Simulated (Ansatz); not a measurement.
Wanted: the native input for an Ansatz 0.2.0 run.

| Property | Result |
| --- | --- |
| Task | single point |
| Functional | HSE06 form with a typed share of exact exchange |
| Potentials or basis | Ansatz PAW |
| Cutoff | 420 eV (not typed: the program's choice for these potentials) |
| k mesh | 5 × 5 × 3 |
| Occupations | fermi-dirac, width 0.05 eV |
| Spin | no spin polarisation |
| Share of exact exchange | 0.1 |

SnSe2:

```
CELL_PARAMETERS angstrom
3.81100 0.00000 0.00000
-1.90550 3.30042 0.00000
0.00000 0.00000 6.13600
ATOMIC_POSITIONS crystal
Sn 0.00000 0.00000 0.00000
Se 0.66667 0.33333 0.75100
Se 0.33333 0.66667 0.24900
```

The input as run:

input.yaml

```yaml
crystal:
  lattice:
    - [3.811, 0.0, 0.0]
    - [-1.9055, 3.3004228138, 0.0]
    - [0.0, 0.0, 6.136]
  atoms:
    - { symbol: Sn, position: [0.0, 0.0, 0.0] }
    - { symbol: Se, position: [0.6666666667, 0.3333333333, 0.751] }
    - { symbol: Se, position: [0.3333333333, 0.6666666667, 0.249] }
hamiltonian:
  xc:
    exchange: pbe
    correlation: pbe
    exx: { coeff: 0.1, omega: 0.2078699 }
  pseudopotentials: { kind: paw }
kpoints:
  mp_grid: { grid: [5, 5, 3] }
scf:
  occupations: { method: fermi_dirac, width: 0.05 }
output:
  forces: true
  stress: true
  eigenvalues: true
```

Potentials or basis: Ansatz PAW.

Run with:

```console
$ ansatz run input.yaml --threads 2 --pin off --max-ram 5632MiB --backend cpu --events-out ev --progress --plain --runs-dir out
```

Results of the run:

* Pressure: 4.5 GPa
* Largest force: 0.566 eV/Å
* Band gap on the k mesh: 1.08 eV, indirect (least direct gap 1.42 eV)

Caveat: odd divisions of the mesh miss points on the zone boundary, where band edges often lie, so the gap on the mesh can be too wide; spin-orbit coupling is left out, which moves the levels of the heavy elements; the PAW data sets come from PBE, with cores solved anew for the run's functional, which leaves a small shift of forces and pressure; the thresholds are loose for stress.

Run time: 29 s on 2 threads of Arm Neoverse V1, on a shared host, peak memory 1.3 GiB.
